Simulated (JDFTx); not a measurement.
AlFe:

```
CELL_PARAMETERS angstrom
2.91000 0.00000 0.00000
0.00000 2.91000 0.00000
0.00000 0.00000 2.91000
ATOMIC_POSITIONS crystal
Fe 0.50000 0.50000 0.50000
Al 0.00000 0.00000 0.00000
```

- Program: JDFTx 1.7.0 (patched build)
- Task: relaxation of cell and atoms
- Functional: LDA
- Potentials or basis: PseudoDojo-SR-PBE-0.5-standard with smoothed tails
- Cutoff: 1225 eV
- Density cutoff: 9796 eV
- k mesh: 4 × 4 × 4
- Occupations: fermi-dirac, width 0.05 eV
- Spin: collinear spin, ferromagnetic start
- Starting moments: [3.0, 0.0] μB

At the start: pressure -16.2 GPa; volume 12.32 Å³/atom.

Q: How do energy, volume and symmetry change on relaxing?

A: Over 6 steps the energy falls by 61.5 meV/atom and the volume is 11.20 Å³/atom (-9.1 %); space group Pm-3m (No. 221, to 0.05 Å); moment 0.17 μB per cell.

The path:
```csv
step,energy change (eV),largest force (eV/Å),pressure (GPa),volume (Å³)
1,0.0000,0.0000,-16.17,24.64
2,-0.0589,0.0000,-12.22,23.98
3,-0.1226,0.0000,1.16,22.27
4,-0.1231,0.0000,0.01,22.39
5,-0.1231,0.0000,0.00,22.39
6,-0.1231,0.0000,0.00,22.39
```

Final structure:
```
Fe Al
1.0
     2.81861    0.00000    0.00000
     0.00000    2.81861    0.00000
     0.00000    0.00000    2.81861
Fe Al
1 1
Direct
  0.50000 0.50000 0.50000
  0.00000 0.00000 0.00000
```

Caveat: the k mesh is coarse (spacing up to 0.54 Å⁻¹), so the values aren't converged; the plane waves are those of the starting cell, so after so large a change of volume the result is rough; the potentials were made for another functional, which shifts forces and pressure.
